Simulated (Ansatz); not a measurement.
Band structure of Rh

```xyz
1
Lattice="-1.5352 1.5352 1.5352 1.5352 -1.5352 1.5352 1.5352 1.5352 -1.5352" Properties=species:S:1:pos:R:3 pbc="T T T"
Rh    0.0000    0.0000    0.0000
```

The structure comes from a relaxation in the same program, started in the bcc type, and has space group Im-3m. Whether it is a known phase or the ground state wasn't checked.

Spin polarisation is left out, and whether a magnetic state lies lower isn't shown here.

Theory: DFT, PBE, all-electron LAPW, Dirac equation with spin-orbit coupling (Ansatz 0.2.0).

Numerical set-up: a Γ-centred 16×16×16 k mesh, Fermi–Dirac smearing of 0.05 eV, basis error target 0.5 meV/atom, no spin polarisation.

Points in fractions of the reciprocal vectors of this cell: Γ (0, 0, 0), H (0.5, -0.5, 0.5), N (0, 0, 0.5), P (0.25, 0.25, 0.25). The path joins them by straight lines in the order Γ–H–N–Γ–P–H–P–N; legs that retrace an earlier one aren't tabulated. Energies are in eV from the Fermi level.

**Question.** Is there a gap?

**Answer.** none: bands cross the Fermi level, a metal.

**Question.** List the levels between -14 and 8 eV at the symmetry points.

**Answer.** 
Γ: -7.43 (×2), -2.86 (×4), -2.60 (×2), -0.42 (×4)
H: -5.54 (×4), 0.93 (×4), 1.24 (×2)
N: -5.56 (×2), -4.21 (×2), -0.51 (×2), -0.09 (×2), 1.32 (×2), 1.53 (×2)
P: -3.57 (×4), -3.54 (×2), -0.04 (×4)
